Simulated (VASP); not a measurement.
## From an Ansatz input to VASP: CdSe (zincblende)

Ansatz input

```yaml
crystal:
  lattice:
    - [0.0, 3.0982259977, 3.0982259977]
    - [3.0982259977, 0.0, 3.0982259977]
    - [3.0982259977, 3.0982259977, 0.0]
  atoms:
    - { symbol: Cd, position: [0.0, 0.0, 0.0] }
    - { symbol: Se, position: [0.25, 0.25, 0.25] }
kpoints:
  mp_grid: { grid: [6, 6, 6] }
hamiltonian:
  xc: pbesol
scf:
  occupations: { method: fermi_dirac, width: 0.02 }
relax:
  f_tol: 0.005
  cell: {}
```

**Question.** Which VASP files do the same job?

**Answer.** 

INCAR

```
LASPH = .TRUE.
EDIFFG = -5E-3
NBANDS = 16
ISIF = 3
IBRION = 2
LWAVE = .FALSE.
NELM = 120
LCHARG = .FALSE.
LREAL = .FALSE.
PREC = Accurate
ISMEAR = -1
SIGMA = 0.02
ENCUT = 600
GGA = PS
EDIFF = 1E-7
NSW = 40
```

KPOINTS

```
KPOINTS created by Atomic Simulation Environment
0
Gamma
6 6 6
0 0 0
```

POSCAR

```
Cd Se
 1.0000000000000000
    -0.0000000000000000    3.0982259976546396    3.0982259976546396
     3.0982259976546396   -0.0000000000000000    3.0982259976546396
     3.0982259976546396    3.0982259976546396    0.0000000000000000
 Cd  Se
   1   1
Cartesian
  0.0000000000000000  0.0000000000000000 -0.0000000000000000
  1.5491129988273198  1.5491129988273198  1.5491129988273198
```

VASP ran with the recommended PBE PAW datasets (18 valence electrons in the cell). Other inputs would serve too.

```csv
,Ansatz,VASP
relaxed cell vector lengths,"4.301, 4.301, 4.301 Å","4.309, 4.309, 4.309 Å"
relaxed cell volume,56.25 Å³,56.56 Å³
```

The two codes use different PAW datasets and cutoffs. VASP's cell holds 18 valence electrons and Ansatz's 36.
